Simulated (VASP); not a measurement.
# Ir (Fm-3m) in VASP: notebook

The runs below take Ir through relaxation of cell and atoms, with PBE.

All numbers are computed with VASP 6.6.1; they aren't measurements. Logs are shortened: lines on timing, memory, paths and dates and some standing lists are left out, and cuts for length are marked.

## 1. The structure

It takes space group Fm-3m (No. 225, cubic). The conventional cell has a = 3.831 Å, b = 3.831 Å, c = 3.831 Å, α = 90.00°, β = 90.00°, γ = 90.00°. Ir (site symmetry m-3m) has 12 Ir at 2.71 Å as nearest neighbours.

## 2. Relaxation of cell and atoms, PBE

The input, INCAR:

```
ALGO = Fast
EDIFF = 1E-7
EDIFFG = -0.002
ENCUT = 520
GGA = PE
IBRION = 2
ISIF = 3
ISMEAR = 0
LASPH = True
LCHARG = False
LREAL = False
LWAVE = False
NELM = 100
NSW = 80
PREC = Accurate
SIGMA = 0.1
```

The input, KPOINTS:

```
k-points
0
Gamma
  18 18 18
```

The input, POSCAR:

```
Ir
1.0
    0.0000000000      1.9156000000      1.9156000000
    1.9156000000      0.0000000000      1.9156000000
    1.9156000000      1.9156000000      0.0000000000
Ir
1
Direct
    0.0000000000      0.0000000000      0.0000000000
```

Potentials or basis: VASP PAW PBE potentials, release 64 (Ir).

On the command line:

```console
cat potpaw_PBE.64/Ir/POTCAR > POTCAR
mpirun -np 1 vasp_std > vasp.out
```

OUTCAR:

```text
EDIFF = 1E-7
   EDIFFG = -0.002
   ENCUT = 520
   GGA = PE
   IBRION = 2
   ISIF = 3
   ISMEAR = 0
   LASPH = True
   LREAL = False
   NELM = 100
   NSW = 80
   PREC = Accurate

 ion  position               nearest neighbor table
   1  0.000  0.000  0.000-

  LATTYP: Found a face centered cubic cell.
 ALAT       =     3.8312000000

  Lattice vectors:

 A1 = (   0.0000000000,   1.9156000000,   1.9156000000)
 A2 = (   1.9156000000,   0.0000000000,   1.9156000000)
 A3 = (   1.9156000000,   1.9156000000,   0.0000000000)

Analysis of symmetry for initial positions (statically):
=====================================================================
 Subroutine PRICEL returns:
 Original cell was already a primitive cell.

 Routine SETGRP: Setting up the symmetry group for a
 face centered cubic supercell.

 Subroutine GETGRP returns: Found 48 space group operations
 (whereof 48 operations were pure point group operations)
 out of a pool of 48 trial point group operations.

The static configuration has the point symmetry O_h .

Analysis of symmetry for dynamics (positions and initial velocities):
=====================================================================
 Subroutine PRICEL returns:
 Original cell was already a primitive cell.

 Routine SETGRP: Setting up the symmetry group for a
 face centered cubic supercell.

 Subroutine GETGRP returns: Found 48 space group operations
 (whereof 48 operations were pure point group operations)
 out of a pool of 48 trial point group operations.

The dynamic configuration has the point symmetry O_h .

 Subroutine INISYM returns: Found 48 space group operations
 (whereof 48 operations are pure point group operations),
 and found     1 'primitive' translations

----------------------------------------------------------------------------------------

                                     Primitive cell

  volume of cell :      14.0587

  direct lattice vectors                    reciprocal lattice vectors
     0.000000000  1.915600000  1.915600000    -0.261014826  0.261014826  0.261014826
     1.915600000  0.000000000  1.915600000     0.261014826 -0.261014826  0.261014826
     1.915600000  1.915600000  0.000000000     0.261014826  0.261014826 -0.261014826

  length of vectors
     2.709067500  2.709067500  2.709067500     0.452090940  0.452090940  0.452090940

  position of ions in fractional coordinates (direct lattice)
     0.000000000  0.000000000  0.000000000

  ion indices of the primitive-cell ions
   primitive index   ion index
                 1           1

----------------------------------------------------------------------------------------

 KPOINTS: k-points

Automatic generation of k-mesh.
 Grid dimensions read from file:
 generate k-points for:   18   18   18

 Generating k-lattice:

  Cartesian coordinates                     Fractional coordinates (reciprocal lattice)
    -0.014500824  0.014500824  0.014500824     0.055555556  0.000000000  0.000000000
     0.014500824 -0.014500824  0.014500824     0.000000000  0.055555556  0.000000000
     0.014500824  0.014500824 -0.014500824     0.000000000  0.000000000  0.055555556

  Length of vectors
     0.025116163  0.025116163  0.025116163

  Shift w.r.t. Gamma in fractional coordinates (k-lattice)
     0.000000000  0.000000000  0.000000000

 Subroutine IBZKPT returns following result:
 ===========================================

 Found    195 irreducible k-points:

 Following reciprocal coordinates:
            Coordinates               Weight
  0.000000  0.000000  0.000000      1.000000
  0.055556  0.000000  0.000000      8.000000
  0.111111  0.000000  0.000000      8.000000
  0.166667  0.000000  0.000000      8.000000
  0.222222  0.000000  0.000000      8.000000
  0.277778  0.000000  0.000000      8.000000
[... 16 lines left out ...]
 -0.277778  0.055556  0.000000     24.000000
 -0.222222  0.055556  0.000000     24.000000
 [... further k-points ...]
   k-points           NKPTS =    195   k-points in BZ     NKDIM =    195   number of bands    NBANDS=      8
   number of dos      NEDOS =    301   number of ions     NIONS =      1
   total plane-waves  NPLWV =   8000
   dimension x,y,z NGX =    20 NGY =   20 NGZ =   20
   dimension x,y,z NGXF=    40 NGYF=   40 NGZF=   40
   ions per type =               1
   NGX,Y,Z   is equivalent  to a cutoff of  12.27, 12.27, 12.27 a.u.
   NGXF,Y,Z  is equivalent  to a cutoff of  24.55, 24.55, 24.55 a.u.
 SYSTEM =  unknown system
   PREC   = accura    normal or accurate (medium, high low for compatibility)
   ISTART =      0    job   : 0-new  1-cont  2-samecut
   ICHARG =      2    charge: 1-file 2-atom 10-const
   ISPIN  =      1    spin polarized calculation?
   LNONCOLLINEAR =      F non collinear calculations
   LSORBIT =      F    spin-orbit coupling
   LASPH  =      T    aspherical Exc in radial PAW
   ENCUT  =  520.0 eV  38.22 Ry    6.18 a.u.   5.04  5.04  5.04*2*pi/ulx,y,z
   NELM   =    100;   NELMIN=  2; NELMDL= -5     # of ELM steps
   EDIFF  = 0.1E-06   stopping-criterion for ELM
   LREAL  =      F    real-space projection
   EDIFFG = -.2E-02   stopping-criterion for IOM
   NSW    =     80    number of steps for IOM
   IBRION =      2    ionic relax: 0-MD 1-quasi-New 2-CG
   NFREE  =      1    steps in history (QN), initial steepest desc. (CG)
   ISIF   =      3    stress and relaxation
   ISYM   =      2    0-nonsym 1-usesym 2-fastsym
   POTIM  = 0.5000    time-step for ionic-motion
   TEBEG  =    0.0;   TEEND  =   0.0 temperature during run
   PSTRESS=    0.0 pullay stress
   NELECT =       9.0000    total number of electrons
   NUPDOWN=      -1.0000    fix difference up-down
   EMIN   =  10.00;   EMAX   =-10.00  energy-range for DOS
   EFERMI =   0.00;   METHOD = LEGACY
   ISMEAR =     0;   SIGMA  =   0.10  broadening in eV -4-tet -1-fermi 0-gaus
   EFERMI_NEDOS =   21; number of points for ismear=-14 and -15
   IALGO  =     68    algorithm
   IMIX   =      4    mixing-type and parameters
     AMIX     =   0.40;   BMIX     =  1.00
     AMIX_MAG =   1.60;   BMIX_MAG =  1.00
  volume/ion in A,a.u.               =      14.06        94.87
  Fermi-wavevector in a.u.,A,eV,Ry     =   1.410937  2.666284 27.085691  1.990742
  Thomas-Fermi vector in A             =   2.532839
   LORBIT       =      0    0 simple, 1 ext, 2 COOP (PROOUT), +10 PAW based schemes
   GGA     = PE    functional components
   LHFCALC =     F    Hartree Fock is set to
   AEXX    =    0.0000 exact exchange contribution
   IVDW    =     0    specifies the selected vdW correction
   LEPSILON=     F    determine dielectric tensor
   LRPA    =     F    only Hartree local field effects (RPA)
 conjugate gradient relaxation of ions
 non-spin polarized calculation
 RMM-DIIS sequential band-by-band and
 Gauss-broadening in eV      SIGMA  =   0.10
  energy-cutoff  :      520.00
  volume of cell :       14.06
 maximum number of plane-waves:       388
   NGX =  9   NGY =  9   NGZ =  9

--------------------------------------- Ionic step        1  -------------------------------------------

 number of electron       9.0000000 magnetization

 Free energy of the ion-electron system (eV)
  ---------------------------------------------------
  ext. energy  EPLUGINS =         0.00000000
  ---------------------------------------------------
  free energy    TOTEN  =        -8.83668786 eV

  energy without entropy =       -8.83164394  energy(sigma->0) =       -8.83416590

------------------------ aborting loop because EDIFF is reached ----------------------------------------

  FORCE on cell =-STRESS in cart. coord.  units (eV):
  Direction    XX          YY          ZZ          XY          YZ          ZX
  --------------------------------------------------------------------------------------
  -------------------------------------------------------------------------------------
  Total        1.0687339      1.0687339      1.0687339      0.0000000      0.0000000      0.0000000
  in kB      121.7967456    121.7967456    121.7967456      0.0000000      0.0000000      0.0000000
  external PRESSURE =     121.7967456 kB  Pullay stress =       0.0000000 kB
[... 160 lines left out ...]
  energy  without entropy=       -8.8481069554  energy(sigma->0) =       -8.85079784

--------------------------------------- Ionic step        6  -------------------------------------------

 number of electron       9.0000000 magnetization

 E-fermi :  10.0245     XC(G=0): -13.8454

 val. band max:       10.0217732352   @ k =   0.5000   0.2222   0.1111
 cond. band min:      10.0289669449   @ k =   0.3333   0.1111   0.0556
 fundamental gap:      0.0071937097
 Fermi energy:        10.0245205913

 k-point     1 :       0.0000    0.0000    0.0000
  band No.  band energies     occupation
      1      -0.8684      2.00000
      2       6.2483      2.00000
      3       6.2483      2.00000
      4       6.2483      2.00000
      5       8.8359      2.00000
      6       8.8359      2.00000
      7      24.3645      0.00000
      8      29.8081      0.00000
[... 243 lines left out ...]
 k-point    24 :      -0.2222    0.0556    0.0000
  band No.  band energies     occupation
      1       1.3044      2.00000
      2       5.6032      2.00000
      3       6.6899      2.00000
      4       6.7790      2.00000
      5       8.5645      2.00000
      6       9.3894      2.00000
      7      24.0506      0.00000
      8      26.8247      0.00000

 [... further k-points ...]

------------------------ aborting loop because EDIFF is reached ----------------------------------------

  FORCE on cell =-STRESS in cart. coord.  units (eV):
  Direction    XX          YY          ZZ          XY          YZ          ZX
  --------------------------------------------------------------------------------------
  -------------------------------------------------------------------------------------
  Total        0.0567525      0.0567525      0.0567525      0.0000000      0.0000000      0.0000000
  in kB        6.2747110      6.2747110      6.2747110      0.0000000      0.0000000      0.0000000
  external PRESSURE =       6.2747110 kB  Pullay stress =       0.0000000 kB
[... 55 lines left out ...]
  energy  without entropy=       -8.8481188066  energy(sigma->0) =       -8.85080644

--------------------------------------- Ionic step        8  -------------------------------------------

 number of electron       9.0000000 magnetization

 Free energy of the ion-electron system (eV)
  ---------------------------------------------------
  ext. energy  EPLUGINS =         0.00000000
  ---------------------------------------------------
  free energy    TOTEN  =        -8.85349411 eV

  energy without entropy =       -8.84811802  energy(sigma->0) =       -8.85080606

 E-fermi :   9.9946     XC(G=0): -13.8350

 val. band max:        9.9919624879   @ k =   0.5000   0.2222   0.1111
 cond. band min:       9.9989173546   @ k =   0.3333   0.1111   0.0556
 fundamental gap:      0.0069548668
 Fermi energy:         9.9945756825

 k-point     1 :       0.0000    0.0000    0.0000
  band No.  band energies     occupation
      1      -0.8794      2.00000
      2       6.2287      2.00000
      3       6.2287      2.00000
      4       6.2287      2.00000
      5       8.8090      2.00000
      6       8.8090      2.00000
      7      24.3379      0.00000
      8      29.7712      0.00000
[... 243 lines left out ...]
 k-point    24 :      -0.2222    0.0556    0.0000
  band No.  band energies     occupation
      1       1.2904      2.00000
      2       5.5851      2.00000
      3       6.6693      2.00000
      4       6.7581      2.00000
      5       8.5388      2.00000
      6       9.3612      2.00000
      7      24.0123      0.00000
      8      26.7860      0.00000

 [... further k-points ...]

------------------------ aborting loop because EDIFF is reached ----------------------------------------

  FORCE on cell =-STRESS in cart. coord.  units (eV):
  Direction    XX          YY          ZZ          XY          YZ          ZX
  --------------------------------------------------------------------------------------
  -------------------------------------------------------------------------------------
  Total       -0.0001301     -0.0001301     -0.0001301      0.0000000      0.0000000      0.0000000
  in kB       -0.0143545     -0.0143545     -0.0143545      0.0000000      0.0000000      0.0000000
  external PRESSURE =      -0.0143545 kB  Pullay stress =       0.0000000 kB
[... 16 lines left out ...]
  FREE ENERGIE OF THE ION-ELECTRON SYSTEM (eV)
  ---------------------------------------------------
  free  energy   TOTEN  =        -8.8534941122 eV

  energy  without entropy=       -8.8481180157  energy(sigma->0) =       -8.85080606

 reached required accuracy - stopping structural energy minimisation
```

It took 43 s on 1 thread of Intel Xeon 6975P-C (Granite Rapids), shared host; peak memory 0.16 GiB.

Results:

```
Free energy                            : -8.8535 eV
Relaxed volume                         : 14.52 Å³/atom
Relaxed cell                           : a = 2.738 Å, b = 2.738 Å, c = 2.738 Å, α = 60.00°, β = 60.00°, γ = 60.00°
Space group after relaxing (to 0.05 Å) : Fm-3m (No. 225)
Energy gained by relaxing              : 16.8 meV/atom
Ionic steps                            : 8
Pressure after relaxing                : 0.0 GPa
Band gap on the k mesh                 : none (metal or under the smearing width)
```

The path:
```
step  energy change (eV)  largest force (eV/Å)  pressure (GPa)  volume (Å³)
   1              0.0000                0.0000           12.18        14.06
   2              0.1805                0.0000          -30.48        16.35
   3             -0.0168                0.0000           -0.68        14.54
   4             -0.0168                0.0000            0.04        14.52
   5             -0.0168                0.0000           -0.21        14.52
   6             -0.0168                0.0000            0.63        14.49
   7             -0.0168                0.0000            0.03        14.52
   8             -0.0168                0.0000            0.00        14.52
```

Final structure:
```xyz
1
Lattice="0.0000 1.9362 1.9362 1.9362 0.0000 1.9362 1.9362 1.9362 0.0000" Properties=species:S:1:pos:R:3 pbc="T T T"
Ir    0.0000    0.0000    0.0000
```

Levels at points of the mesh, in eV from the Fermi level:
```tsv
k point	band 2	band 3	band 4	band 5	band 6	band 7
(0.00, 0.00, 0.00)	-3.77	-3.77	-3.77	-1.19	-1.19	14.34
(0.50, 0.00, 0.00)	-3.86	-3.86	-0.72	0.82	0.82	6.97
(0.50, 0.50, 0.00)	-7.09	0.79	1.37	1.37	1.67	10.13
```

Spin-orbit coupling is left out, which matters for the levels of Ir. PBE usually gives volumes a little too large and moduli too small.

## 3. Relaxation of cell and atoms, PBE

This run uses another cell than the first one, of 14.52 Å³/atom, 1.033 times its volume.

INCAR is that of step 2.

KPOINTS is that of step 2.

The input, POSCAR:

```
Ir                                      
1.0
    0.0000000000      1.9361735123      1.9361735123
    1.9361735123      0.0000000000      1.9361735123
    1.9361735123      1.9361735123      0.0000000000
  Ir            
     1
Direct
     0.0000000000000000    0.0000000000000000    0.0000000000000000
```

Potentials or basis: VASP PAW PBE potentials, release 64 (Ir).

On the command line:

```console
cat potpaw_PBE.64/Ir/POTCAR > POTCAR
mpirun -np 1 vasp_std > vasp.out
```

It took 12 s on 1 thread of Intel Xeon 6975P-C (Granite Rapids), shared host; peak memory 0.14 GiB.

Results (log left out):

```
Free energy             : -8.8538 eV
Pressure after relaxing : 0.0 GPa
Band gap on the k mesh  : none (metal or under the smearing width)
```

Final structure:
```
CELL_PARAMETERS angstrom
0.00000 1.93617 1.93617
1.93617 0.00000 1.93617
1.93617 1.93617 0.00000
ATOMIC_POSITIONS crystal
Ir 0.00000 0.00000 0.00000
```

Levels at points of the mesh, in eV from the Fermi level:
| k point | band 1 | band 2 | band 3 | band 4 | band 5 | band 6 | band 7 | band 8 |
| --- | --- | --- | --- | --- | --- | --- | --- | --- |
| (0.00, 0.00, 0.00) | -10.87 | -3.77 | -3.77 | -3.77 | -1.19 | -1.19 | 14.34 | 19.78 |
| (0.50, 0.00, 0.00) | -7.86 | -3.86 | -3.86 | -0.72 | 0.82 | 0.82 | 6.97 | 13.88 |
| (0.50, 0.50, 0.00) | -7.65 | -7.09 | 0.79 | 1.37 | 1.37 | 1.67 | 10.13 | 11.56 |

Caveat: the relaxation stopped at its first step, so nothing moved. Spin-orbit coupling is left out, which matters for the levels of Ir.
